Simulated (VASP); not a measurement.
Shape and ions are relaxed at each volume.

Consider the following.

```
BeO
1.0
    1.33392    -2.31041     0.00000
    1.33392     2.31041     0.00000
    0.00000     0.00000     4.33347
Be O
2 2
Direct
  0.66667   0.33333   0.50018
  0.33333   0.66667   0.00018
  0.66667   0.33333   0.87782
  0.33333   0.66667   0.37782
```

Level of theory: LDA (Ceperley-Alder, Perdew-Zunger), VASP's LDA PAW potentials (set 64) (plane waves; VASP). Numerical set-up: 520 eV cut-off, 9×9×5 Γ-centred mesh, Gaussian smearing of 0.050 eV, potentials Be O.

Give the energy at these volumes per atom, relative to the lowest: 6.27, 6.47, 6.67, 6.87, 7.07 Å³.

20.1, 5.0, 0.0, 3.7, 15.0 meV/atom. A third-order Birch-Murnaghan fit gives B0 = 231 GPa and B0′ = 3.8.

The compound is BeO in the wurtzite structure. It was relaxed first.
